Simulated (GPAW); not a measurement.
Crystal: SrCl2.

```xyz
3
Lattice="0.0000 3.4884 3.4884 3.4884 0.0000 3.4884 3.4884 3.4884 0.0000" Properties=species:S:1:pos:R:3 pbc="T T T"
Sr    0.0000    0.0000    0.0000
Cl    5.2325    5.2325    5.2325
Cl    1.7442    1.7442    1.7442
```

Base run:

```yaml
Program: GPAW 26.7.0
Functional: r2SCAN
Potentials_or_basis: GPAW PAW data sets (gpaw-data 1.2.1)
Cutoff: 600 eV
Basis: pw
k_mesh: 7 × 7 × 7
Occupations: fermi-dirac, width 0.05 eV
Spin: no spin polarisation
```

Its results: band gap on the k mesh 6.01 eV, indirect (least direct gap 6.21 eV); pressure 0.3 GPa.

Task: The run is repeated on the same cell with these changes: functional from r2SCAN to PBE. What comes out?

Result: Band gap on the k mesh 5.38 eV, indirect (least direct gap 5.68 eV); pressure 1.1 GPa.

r2SCAN gives the wider gap, since meta-GGAs in the generalised Kohn-Sham scheme recover part of the derivative discontinuity.

Caveats: the PAW data sets were made with another functional, which shifts forces and pressure a little (some runs).

A k mesh can miss the band edges.
